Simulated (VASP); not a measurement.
# NaCl (I4mm) in VASP: further runs

The runs below take NaCl through single point, with PBEsol.

All numbers are computed with VASP 6.6.1; they aren't measurements. Logs are shortened: lines on timing, memory, paths and dates and some standing lists are left out, and cuts for length are marked.

### Step 1. The cell of the first run

It takes space group I4mm (No. 107, tetragonal). Conventional cell: a = 4.005 Å, b = 4.005 Å, c = 5.663 Å, α = 90.00°, β = 90.00°, γ = 90.00°. Na (site symmetry 4mm) is surrounded by 1 Cl at 2.46 Å. Cl (site symmetry 4mm) has 1 Na at 2.46 Å as nearest neighbours.

Measurements of this composition are mostly on another form, of space group No. 225.

### Step 2. Single point, PBEsol (one atom moved)

Contents of INCAR:

```
PREC = Accurate
ENCUT = 520
EDIFF = 1E-7
ISMEAR = 0
SIGMA = 0.02
LREAL = False
LASPH = True
NELM = 100
ALGO = Fast
ISIF = 2
LWAVE = False
LCHARG = True
GGA = PS
LELF = True
LVHAR = True
NBANDS = 14
```

Contents of KPOINTS:

```
Automatic mesh
0
Gamma
  8 8 8
```

Contents of POSCAR:

```
NaCl
1.0
    0.0000000000      2.8317500000      2.8317500000
    2.8317500000      0.0000000000      2.8317500000
    2.8317500000      2.8317500000      0.0000000000
Na Cl
1 1
Direct
   -0.0662134722      0.0662134722      0.0662134722
    0.5000000000      0.5000000000      0.5000000000
```

Potentials or basis: VASP PAW PBE potentials, release 64 (Na_pv, Cl).

Launch:

```console
cat potpaw_PBE.64/Na_pv/POTCAR potpaw_PBE.64/Cl/POTCAR > POTCAR
mpirun -np 1 vasp_std > vasp.out
```

OUTCAR:

```text
PREC = Accurate
   ENCUT = 520
   EDIFF = 1E-7
   ISMEAR = 0
   LREAL = False
   LASPH = True
   NELM = 100
   ISIF = 2
   GGA = PS

 ion  position               nearest neighbor table
   1  0.934  0.066  0.066-   2 2.46
   2  0.500  0.500  0.500-   1 2.46

  LATTYP: Found a face centered cubic cell.
 ALAT       =     5.6635000000

  Lattice vectors:

 A1 = (   0.0000000000,   2.8317500000,   2.8317500000)
 A2 = (   2.8317500000,   0.0000000000,   2.8317500000)
 A3 = (   2.8317500000,   2.8317500000,   0.0000000000)

Analysis of symmetry for initial positions (statically):
=====================================================================
 Subroutine PRICEL returns:
 Original cell was already a primitive cell.

 Routine SETGRP: Setting up the symmetry group for a
 face centered cubic supercell.

 Subroutine GETGRP returns: Found  8 space group operations
 (whereof  8 operations were pure point group operations)
 out of a pool of 48 trial point group operations.

The static configuration has the point symmetry C_4v.

Analysis of symmetry for dynamics (positions and initial velocities):
=====================================================================
 Subroutine PRICEL returns:
 Original cell was already a primitive cell.

 Routine SETGRP: Setting up the symmetry group for a
 face centered cubic supercell.

 Subroutine GETGRP returns: Found  8 space group operations
 (whereof  8 operations were pure point group operations)
 out of a pool of 48 trial point group operations.

The dynamic configuration has the point symmetry C_4v.

 Subroutine INISYM returns: Found  8 space group operations
 (whereof  8 operations are pure point group operations),
 and found     1 'primitive' translations

----------------------------------------------------------------------------------------

                                     Primitive cell

  volume of cell :      45.4145

  direct lattice vectors                    reciprocal lattice vectors
     0.000000000  2.831750000  2.831750000    -0.176569259  0.176569259  0.176569259
     2.831750000  0.000000000  2.831750000     0.176569259 -0.176569259  0.176569259
     2.831750000  2.831750000  0.000000000     0.176569259  0.176569259 -0.176569259

  length of vectors
     4.004699255  4.004699255  4.004699255     0.305826928  0.305826928  0.305826928

  position of ions in fractional coordinates (direct lattice)
     0.933786528  0.066213472  0.066213472
     0.500000000  0.500000000  0.500000000

  ion indices of the primitive-cell ions
   primitive index   ion index
                 1           1
                 2           2

----------------------------------------------------------------------------------------

 KPOINTS: Automatic mesh

Automatic generation of k-mesh.
 Grid dimensions read from file:
 generate k-points for:    8    8    8

 Generating k-lattice:

  Cartesian coordinates                     Fractional coordinates (reciprocal lattice)
    -0.022071157  0.022071157  0.022071157     0.125000000  0.000000000  0.000000000
     0.022071157 -0.022071157  0.022071157     0.000000000  0.125000000  0.000000000
     0.022071157  0.022071157 -0.022071157     0.000000000  0.000000000  0.125000000

  Length of vectors
     0.038228366  0.038228366  0.038228366

  Shift w.r.t. Gamma in fractional coordinates (k-lattice)
     0.000000000  0.000000000  0.000000000

 Subroutine IBZKPT returns following result:
 ===========================================

 Found     59 irreducible k-points:

 Following reciprocal coordinates:
            Coordinates               Weight
  0.000000  0.000000  0.000000      1.000000
  0.125000  0.000000  0.000000      8.000000
  0.250000  0.000000  0.000000      8.000000
  0.375000  0.000000  0.000000      8.000000
  0.500000  0.000000  0.000000      4.000000
  0.125000  0.125000  0.000000      4.000000
[... 16 lines left out ...]
  0.000000  0.375000  0.250000      8.000000
  0.500000  0.250000  0.000000     16.000000
 [... further k-points ...]
   k-points           NKPTS =     59   k-points in BZ     NKDIM =     59   number of bands    NBANDS=     14
   number of dos      NEDOS =    301   number of ions     NIONS =      2
   total plane-waves  NPLWV =  27000
   dimension x,y,z NGX =    30 NGY =   30 NGZ =   30
   dimension x,y,z NGXF=    60 NGYF=   60 NGZF=   60
   ions per type =               1   1
   NGX,Y,Z   is equivalent  to a cutoff of  12.45, 12.45, 12.45 a.u.
   NGXF,Y,Z  is equivalent  to a cutoff of  24.91, 24.91, 24.91 a.u.
 SYSTEM =  unknown system
   PREC   = accura    normal or accurate (medium, high low for compatibility)
   ISTART =      0    job   : 0-new  1-cont  2-samecut
   ICHARG =      2    charge: 1-file 2-atom 10-const
   ISPIN  =      1    spin polarized calculation?
   LNONCOLLINEAR =      F non collinear calculations
   LSORBIT =      F    spin-orbit coupling
   LASPH  =      T    aspherical Exc in radial PAW
   ENCUT  =  520.0 eV  38.22 Ry    6.18 a.u.   7.45  7.45  7.45*2*pi/ulx,y,z
   NELM   =    100;   NELMIN=  2; NELMDL= -5     # of ELM steps
   EDIFF  = 0.1E-06   stopping-criterion for ELM
   LREAL  =      F    real-space projection
   EDIFFG = 0.1E-05   stopping-criterion for IOM
   NSW    =      0    number of steps for IOM
   IBRION =     -1    ionic relax: 0-MD 1-quasi-New 2-CG
   NFREE  =      0    steps in history (QN), initial steepest desc. (CG)
   ISIF   =      2    stress and relaxation
   ISYM   =      2    0-nonsym 1-usesym 2-fastsym
   POTIM  = 0.5000    time-step for ionic-motion
   TEBEG  =    0.0;   TEEND  =   0.0 temperature during run
   PSTRESS=    0.0 pullay stress
   NELECT =      14.0000    total number of electrons
   NUPDOWN=      -1.0000    fix difference up-down
   EMIN   =  10.00;   EMAX   =-10.00  energy-range for DOS
   EFERMI =   0.00;   METHOD = LEGACY
   ISMEAR =     0;   SIGMA  =   0.02  broadening in eV -4-tet -1-fermi 0-gaus
   EFERMI_NEDOS =   21; number of points for ismear=-14 and -15
   IALGO  =     68    algorithm
   IMIX   =      4    mixing-type and parameters
     AMIX     =   0.40;   BMIX     =  1.00
     AMIX_MAG =   1.60;   BMIX_MAG =  1.00
  volume/ion in A,a.u.               =      22.71       153.24
  Fermi-wavevector in a.u.,A,eV,Ry     =   1.105909  2.089864 16.640388  1.223034
  Thomas-Fermi vector in A             =   2.242402
   LORBIT       =      0    0 simple, 1 ext, 2 COOP (PROOUT), +10 PAW based schemes
   GGA     = PS    functional components
   LHFCALC =     F    Hartree Fock is set to
   AEXX    =    0.0000 exact exchange contribution
   IVDW    =     0    specifies the selected vdW correction
   LEPSILON=     F    determine dielectric tensor
   LRPA    =     F    only Hartree local field effects (RPA)
 non-spin polarized calculation
 RMM-DIIS sequential band-by-band and
 Gauss-broadening in eV      SIGMA  =   0.02
  energy-cutoff  :      520.00
  volume of cell :       45.41
 maximum number of plane-waves:      1243
 NGX is ok and might be reduce to    30

 number of electron      13.9999993 magnetization

 Free energy of the ion-electron system (eV)
  ---------------------------------------------------
  ext. energy  EPLUGINS =         0.00000000
  ---------------------------------------------------
  free energy    TOTEN  =        -6.87852178 eV

  energy without entropy =       -6.87852178  energy(sigma->0) =       -6.87852178

 E-fermi :  -0.7727     XC(G=0):  -8.2512

 val. band max:       -0.8779541323   @ k =   0.0000   0.0000   0.0000
 cond. band min:       4.0306780538   @ k =   0.0000   0.0000   0.0000
 fundamental gap:      4.9086321860
 Fermi energy:        -0.7727198014

 k-point     1 :       0.0000    0.0000    0.0000
  band No.  band energies     occupation
      1     -21.5044      2.00000
      2     -21.4882      2.00000
      3     -21.4882      2.00000
      4     -13.4866      2.00000
      5      -0.9155      2.00000
      6      -0.8780      2.00000
      7      -0.8780      2.00000
      8       4.0307      0.00000
      9      10.1787      0.00000
     10      10.1787      0.00000
     11      10.2125      0.00000
     12      12.3708      0.00000
     13      12.6154      0.00000
     14      13.5584      0.00000

 k-point     2 :       0.1250    0.0000    0.0000
  band No.  band energies     occupation
      1     -21.5068      2.00000
      2     -21.4906      2.00000
      3     -21.4885      2.00000
      4     -13.4404      2.00000
      5      -1.2587      2.00000
      6      -0.9375      2.00000
      7      -0.9154      2.00000
      8       4.5246      0.00000
      9       9.5814      0.00000
     10      10.3581      0.00000
     11      10.3835      0.00000
     12      12.0767      0.00000
     13      12.3252      0.00000
     14      14.5184      0.00000

 k-point     3 :       0.2500    0.0000    0.0000
  band No.  band energies     occupation
      1     -21.5147      2.00000
      2     -21.4944      2.00000
      3     -21.4894      2.00000
      4     -13.3259      2.00000
      5      -1.9760      2.00000
      6      -1.0249      2.00000
      7      -1.0030      2.00000
      8       5.5005      0.00000
      9       8.9371      0.00000
     10      10.4147      0.00000
     11      10.4934      0.00000
     12      12.2569      0.00000
     13      12.4725      0.00000
     14      14.3975      0.00000

 k-point     4 :       0.3750    0.0000    0.0000
  band No.  band energies     occupation
      1     -21.5241      2.00000
      2     -21.4965      2.00000
      3     -21.4904      2.00000
      4     -13.2067      2.00000
      5      -2.5665      2.00000
      6      -1.1081      2.00000
      7      -1.0870      2.00000
      8       6.1077      0.00000
      9       9.0335      0.00000
     10      10.1099      0.00000
     11      10.3079      0.00000
     12      13.5485      0.00000
     13      13.6061      0.00000
     14      14.0276      0.00000

 k-point     5 :       0.5000    0.0000    0.0000
  band No.  band energies     occupation
      1     -21.5282      2.00000
      2     -21.4972      2.00000
      3     -21.4907      2.00000
      4     -13.1560      2.00000
      5      -2.7883      2.00000
      6      -1.1417      2.00000
      7      -1.1209      2.00000
      8       6.2176      0.00000
      9       9.2772      0.00000
     10       9.9670      0.00000
     11      10.2853      0.00000
[... 276 lines left out ...]
 k-point    22 :       0.3750    0.2500    0.0000
  band No.  band energies     occupation
      1     -21.5149      2.00000
      2     -21.5020      2.00000
      3     -21.4935      2.00000
      4     -13.2018      2.00000
      5      -2.2527      2.00000
      6      -1.3718      2.00000
      7      -1.2940      2.00000
      8       6.6828      0.00000
      9       7.8741      0.00000
     10       9.2712      0.00000
     11      11.6364      0.00000
     12      12.3292      0.00000
     13      14.2522      0.00000
     14      16.8968      0.00000

 k-point    23 :       0.0000    0.3750    0.2500
  band No.  band energies     occupation
      1     -21.5239      2.00000
      2     -21.4952      2.00000
      3     -21.4937      2.00000
      4     -13.1977      2.00000
      5      -2.2582      2.00000
      6      -1.3596      2.00000
      7      -1.2766      2.00000
      8       6.5637      0.00000
      9       7.8592      0.00000
     10       9.4867      0.00000
     11      11.6017      0.00000
     12      12.3746      0.00000
     13      14.0968      0.00000
     14      16.7815      0.00000

 k-point    24 :       0.5000    0.2500    0.0000
  band No.  band energies     occupation
      1     -21.5202      2.00000
      2     -21.5023      2.00000
      3     -21.4950      2.00000
      4     -13.1313      2.00000
      5      -2.4375      2.00000
      6      -1.6356      2.00000
      7      -1.3140      2.00000
      8       7.1325      0.00000
      9       8.1766      0.00000
     10       9.1051      0.00000
     11      11.3464      0.00000
     12      13.0120      0.00000
     13      15.3303      0.00000
     14      15.9907      0.00000

 [... further k-points ...]

------------------------ aborting loop because EDIFF is reached ----------------------------------------

  FORCE on cell =-STRESS in cart. coord.  units (eV):
  Direction    XX          YY          ZZ          XY          YZ          ZX
  --------------------------------------------------------------------------------------
  -------------------------------------------------------------------------------------
  Total        1.3441821     -0.2917579     -0.2917579      0.0000000      0.0000000      0.0000000
  in kB       47.4213549    -10.2929166    -10.2929166      0.0000000      0.0000000      0.0000000
  external PRESSURE =       8.9451739 kB  Pullay stress =       0.0000000 kB

 VOLUME and BASIS-vectors are now :
 -----------------------------------------------------------------------------
  energy-cutoff  :      520.00
  volume of cell :       45.41
      direct lattice vectors                 reciprocal lattice vectors
     0.000000000  2.831750000  2.831750000    -0.176569259  0.176569259  0.176569259
     2.831750000  0.000000000  2.831750000     0.176569259 -0.176569259  0.176569259
     2.831750000  2.831750000  0.000000000     0.176569259  0.176569259 -0.176569259

 POSITION                                       TOTAL-FORCE (eV/Angst)
 -----------------------------------------------------------------------------------
      0.37500      2.83175      2.83175        -0.796468      0.000000      0.000000
      2.83175      2.83175      2.83175         0.796468      0.000000      0.000000
 -----------------------------------------------------------------------------------
    total drift:                               -0.000206     -0.000000     -0.000000

  FREE ENERGIE OF THE ION-ELECTRON SYSTEM (eV)
  ---------------------------------------------------
  free  energy   TOTEN  =        -6.8785217821 eV

  energy  without entropy=       -6.8785217821  energy(sigma->0) =       -6.87852178
```

Run time: 40 s. Hardware: 1 thread of Intel Xeon Platinum 8488C (Sapphire Rapids), shared host; peak memory 0.17 GiB.

What came out:

```
Free energy            : -6.8785 eV
Pressure               : 0.9 GPa
Largest force          : 0.796 eV/Å
Band gap on the k mesh : 4.91 eV, direct
```

Forces on the atoms (eV/Å):
```
Na  -0.796  0.000  0.000
Cl   0.796  0.000  0.000
```

Caveat: the PAW data sets were made with another functional, which shifts forces and pressure a little. A k mesh can miss the band edges.

### Step 3. Single point, PBEsol (all atoms moved at random, cell strained at random)

Contents of INCAR:

```
PREC = Accurate
ENCUT = 520
EDIFF = 1E-6
ISMEAR = 0
SIGMA = 0.02
LREAL = F
LASPH = T
NELM = 100
ALGO = Fast
ISIF = 2
LWAVE = F
LCHARG = T
GGA = PS
LELF = T
LVHAR = T
NBANDS = 14
```

KPOINTS is that of step 2.

Contents of POSCAR:

```
NaCl
1.0
    0.0335279200      2.8204796350      2.8408682350
    2.9748100100     -0.0517077550      2.9261039100
    2.9511365800      2.8820418800     -0.0280343250
Na Cl
1 1
Direct
    0.0373867750      0.0086377682     -0.0347276419
    0.4626132250      0.4913622318      0.5347276419
```

Potentials or basis: VASP PAW PBE potentials, release 64 (Na_pv, Cl).

Launch:

```console
cat potpaw_PBE.64/Na_pv/POTCAR potpaw_PBE.64/Cl/POTCAR > POTCAR
mpirun -np 1 vasp_std > vasp.out
```

Wall time 2.9 min (1 thread of Intel Xeon Platinum 8488C (Sapphire Rapids), shared host); peak memory 0.28 GiB.

The run converged. Its results:

```yaml
Free_energy: -6.9171 eV
Pressure: -1.5 GPa
Largest_force: 0.297 eV/Å
Band_gap_on_the_k_mesh: 4.57 eV, direct
```

Forces in eV/Å, atoms in the order of the input:
```
Na   0.073 -0.002 -0.288
Cl  -0.073  0.002  0.288
```

Stress tensor (GPa, compression positive):
```
-2.07 -0.01 -0.03
-0.01 -2.06  0.41
-0.03  0.41 -0.33
```

Levels at points of the mesh, in eV from the valence-band top:
| k point | band 4 | band 5 | band 6 | band 7 | band 8 | band 9 | band 10 | band 11 |
| --- | --- | --- | --- | --- | --- | --- | --- | --- |
| (0.00, 0.00, 0.00) | -12.53 | -0.17 | -0.08 | 0.00 | 4.57 | 10.59 | 10.80 | 11.25 |
| (0.50, 0.00, 0.00) | -12.25 | -1.74 | -0.39 | -0.33 | 6.84 | 9.82 | 10.38 | 10.56 |
| (0.00, 0.50, 0.00) | -12.28 | -1.80 | -0.27 | -0.20 | 6.91 | 9.45 | 10.62 | 11.04 |
| (0.50, 0.50, 0.00) | -12.22 | -1.54 | -0.63 | -0.56 | 7.10 | 7.90 | 10.48 | 13.67 |
| (0.00, 0.00, 0.50) | -12.27 | -1.77 | -0.34 | -0.21 | 6.90 | 9.58 | 10.42 | 10.99 |
| (0.50, 0.00, 0.50) | -12.21 | -1.53 | -0.69 | -0.55 | 7.11 | 7.89 | 10.55 | 13.54 |
| (0.00, 0.50, 0.50) | -12.23 | -1.54 | -0.67 | -0.48 | 7.07 | 8.01 | 10.35 | 13.70 |
| (0.50, 0.50, 0.50) | -12.26 | -1.77 | -0.34 | -0.26 | 6.85 | 9.64 | 10.51 | 10.79 |

Caveat: the PAW data sets were made with another functional, which shifts forces and pressure a little.
